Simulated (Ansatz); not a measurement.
Relaxed-ion elastic tensor of BaSnO3 (cubic perovskite, space group No. 221) in GPa (Voigt order), PBEsol in the plane-wave PAW code Ansatz; density 7.21 g/cm³, 14.01 Å³ per atom.

```
 284  84.7  84.7   0.0   0.0   0.0
84.7   284  84.7   0.0   0.0   0.0
84.7  84.7   284   0.0   0.0   0.0
 0.0   0.0   0.0  94.7   0.0   0.0
 0.0   0.0   0.0   0.0  94.7   0.0
 0.0   0.0   0.0   0.0   0.0  94.7
```

### Question
Is the crystal mechanically stable?

### Answer
Yes: the smallest eigenvalue of C is 94.7 GPa.

### Question
Work out the Voigt, Reuss and Hill averages.

### Answer
K_V = 151, K_R = 151, K_H = 151; G_V = 96.8, G_R = 96.7, G_H = 96.7 GPa.

### Question
Give Young's modulus, Poisson's ratio, Pugh's ratio and the universal anisotropy index.

### Answer
E = 9KG/(3K + G) = 239 GPa; ν = 0.24; K/G = 1.56 (brittle by the Pugh limit of 1.75); A_U = 5G_V/G_R + K_V/K_R − 6 = 0.00.

### Question
Estimate the sound speeds and the Debye temperature.

### Answer
v_l = √((K + 4G/3)/ρ) = 6230 m/s, v_t = √(G/ρ) = 3660 m/s, mean 4060 m/s; Θ = (h/k)(3n/4πV)^(1/3) v_m = 502 K.

### Question
Give the Zener ratio and Young's modulus along [100], [110] and [111].

### Answer
A = 2C44/(C11 − C12) = 0.95; 1/E = S11 − 2(S11 − S12 − S44/2)Γ with Γ = 0, 1/4, 1/3 gives 245, 238, 235 GPa.

Space group Pm-3m (cubic perovskite). The PBEsol relaxation kept the symmetry of its start. Spin–orbit coupling is left out wherever it is not named.

Potentials: the later of the program's two PAW sets.
